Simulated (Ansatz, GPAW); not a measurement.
Given: the input of a run of Ansatz 0.2.0 on Ru (Ruthenium). 

input.yaml

```yaml
crystal:
  lattice:
    - [2.7058, 0.0, 0.0]
    - [-1.3529, 2.3432915376, 0.0]
    - [0.0, 0.0, 4.2819]
  atoms:
    - { symbol: Ru, position: [0.6666666667, 0.3333333333, 0.75] }
    - { symbol: Ru, position: [0.3333333333, 0.6666666667, 0.25] }
kpoints:
  mp_grid: { grid: [11, 11, 6] }
scf:
  occupations: { method: gaussian, width: 0.1 }
hamiltonian:
  xc: pbe
  pseudopotentials: { kind: all_electron, lapw: { basis_error: 0.001 } }
output:
  forces: true
  stress: true
  eigenvalues: true
```

Potentials or basis: all-electron LAPW, scalar-relativistic.

The run is started by

```bash
$ ansatz run input.yaml --threads 1 --pin off --max-ram 3072MiB --backend cpu --events-out ev --progress --plain --runs-dir out
```

Set up the same calculation for GPAW 26.7.0 (ASE script). Potentials or basis there: GPAW PAW data sets (gpaw-data 1.2.1), cutoff 600 eV.

As run (cutoffs and basis follow the program's own potentials, and thresholds, step limits or extra output files can differ):

The input run.py:

```python
from ase.dft.bandgap import bandgap
from ase.io import read, write
from ase.units import Bohr, GPa
from gpaw import GPAW, PW
from gpaw.elf import elf_from_dft_calculation

atoms = read('Ru.xyz')

calc = GPAW(mode=PW(600),
            xc='PBE',
            kpts={'size': (11, 11, 6), 'gamma': True},
            occupations={'name': 'methfessel-paxton', 'order': 0, 'width': 0.1},
            nbands=29,
            convergence={'density': 1e-05, 'energy': 1e-05},
            maxiter=150,
            txt='gpaw.txt')
atoms.calc = calc
energy = atoms.get_potential_energy()
forces = atoms.get_forces()
stress = atoms.get_stress()
calc.write('gs.gpw')
write('result.traj', atoms)
print(f'Energy: {energy:.6f} eV')
print('Forces (eV/A):')
print(forces.round(4))
print('Stress (GPa):', (stress / GPa).round(3))
print('Fermi level:', round(calc.get_fermi_level(), 4), 'eV')
print(f'Gap: {bandgap(calc)[0]:.4f} eV, direct: {bandgap(calc, direct=True)[0]:.4f} eV')

# fields on the real-space grid
write('density.cube', atoms, data=calc.get_pseudo_density() * Bohr**3)
write('potential.cube', atoms, data=calc.get_electrostatic_potential())
write('elf.cube', atoms, data=elf_from_dft_calculation(calc).data)
```

Ru.xyz

```xyz
2
Lattice="2.7058000000 0.0000000000 0.0000000000 -1.3529000000 2.3432915376 0.0000000000 0.0000000000 0.0000000000 4.2819000000" Properties=species:S:1:pos:R:3 pbc="T T T"
Ru     1.3529000001      0.7810971791      3.2114250000
Ru    -0.0000000001      1.5621943585      1.0704750000
```

Potentials or basis: GPAW PAW data sets (gpaw-data 1.2.1), pw.

The run is started by

```bash
$ OMP_NUM_THREADS=1 python run.py
```

Both were run:

|  | Ansatz | GPAW |
| --- | --- | --- |
| Pressure | 4.5 GPa | 3.6 GPa |

Where Ansatz's input types no cutoff or centring, it takes its own default and a Γ-centred mesh.

Pressure is positive in compression.
